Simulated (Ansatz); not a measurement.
Set up this calculation in Ansatz 0.2.0, as the native input.

```
Task                : relaxation of cell and atoms
Functional          : revPBE
Potentials or basis : Ansatz PAW
Cutoff              : 420 eV (not typed: the program's choice for these potentials)
k mesh              : 11 × 11 × 11
Occupations         : fermi-dirac, width 0.05 eV
Spin                : no spin polarisation
```

Crystal: Nb.

```
CELL_PARAMETERS angstrom
0.00000 2.11500 2.11500
2.11500 0.00000 2.11500
2.11500 2.11500 0.00000
ATOMIC_POSITIONS crystal
Nb 0.00000 0.00000 0.00000
```

This isn't the form of Nb at room conditions, which is bcc.

These files were run (other wordings do the same):

input.yaml

```yaml
crystal:
  lattice:
    - [0.0, 2.115, 2.115]
    - [2.115, 0.0, 2.115]
    - [2.115, 2.115, 0.0]
  atoms:
    - { symbol: Nb, position: [0.0, 0.0, 0.0] }
hamiltonian:
  xc: revpbe
  pseudopotentials: { kind: paw }
kpoints:
  mp_grid: { grid: [11, 11, 11] }
scf:
  occupations: { method: fermi_dirac, width: 0.05 }
output:
  forces: true
  stress: true
  eigenvalues: true
relax:
  f_tol: 0.01
  max_steps: 40
  cell: { stress_tol: 0.05 }
```

Potentials or basis: Ansatz PAW.

Command:

```bash
$ ansatz run input.yaml --threads 2 --pin off --max-ram 5632MiB --backend cpu --events-out ev --progress --plain --runs-dir out
```

It gave:

```yaml
Relaxed_volume: 18.94 Å³/atom
Relaxed_cell: a = 2.992 Å, b = 2.992 Å, c = 2.992 Å, α = 60.00°, β = 60.00°, γ = 60.00°
Space_group_after_relaxing_to_0.05_Å: Fm-3m (No. 225)
Energy_gained_by_relaxing: 0.0 meV/atom
Ionic_steps: 3
Pressure_after_relaxing: 0.0 GPa
Band_gap_on_the_k_mesh: none (metal or under the smearing width)
```

Caveat: the plane-wave basis is chosen anew once the cell has moved, so the energies of steps on either side of that aren't comparable; the PAW data sets come from PBE, with cores solved anew for the run's functional, which leaves a small shift of forces and pressure.

Wall time 2.3 s on 2 threads of Arm Neoverse V1, on a shared host, peak memory 0.27 GiB.
